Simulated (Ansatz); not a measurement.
CdI₂, DFT, PBEsol, PAW with Ansatz's default frozen-core files, scalar-relativistic (Ansatz 0.2.0), run on 1 thread of Intel(R) Xeon(R) Platinum 8259CL CPU @ 2.50GHz (Skylake/Cascade Lake) on a shared host.

The geometry is COD entry 1539851, unchecked; take it as a test cell. It differs from other determinations. The listed cell was then made from it by scaling, straining or moving an atom.

Command: `ansatz run input.yaml --threads 1 --pin off --max-ram 4096MiB --backend cpu --events-out ev --progress --plain --runs-dir out`

```yaml
crystal:
  lattice:
    - [4.3272360177, 0.0, 0.0]
    - [-2.1636180088, 3.7474963194, 0.0]
    - [0.0, 0.0, 6.993524349]
  atoms:
    - { symbol: Cd, position: [0.0, 0.0, 0.0] }
    - { symbol: I, position: [0.3333333333, 0.6666666667, 0.2492] }
    - { symbol: I, position: [0.6666666667, 0.3333333333, 0.7508] }
kpoints:
  mp_grid: { grid: [8, 8, 5] }
scf:
  occupations: { method: fermi_dirac, width: 0.03 }
hamiltonian:
  xc: pbesol
  pseudopotentials: { kind: paw }
output:
  forces: true
  stress: true
  eigenvalues: true
  efg: { contact_densities: true }
```

Task: How large is the problem that the program sets up?

Result: 40 irreducible k-points, 2213 plane waves at Γ, 33 bands.

Task: Estimate the wall time and the peak memory.

Result: 10 s of wall time for 7 SCF iterations, with a peak of 0.53 GiB. Times on shared machines scatter by tens of per cent.

Task: And the same cell and mesh by all-electron PAW (datasets made for this crystal), asked for forces, stress, eigenvalues, efg, on the same hardware?

Result: 15 s, peak memory 0.7 GiB.
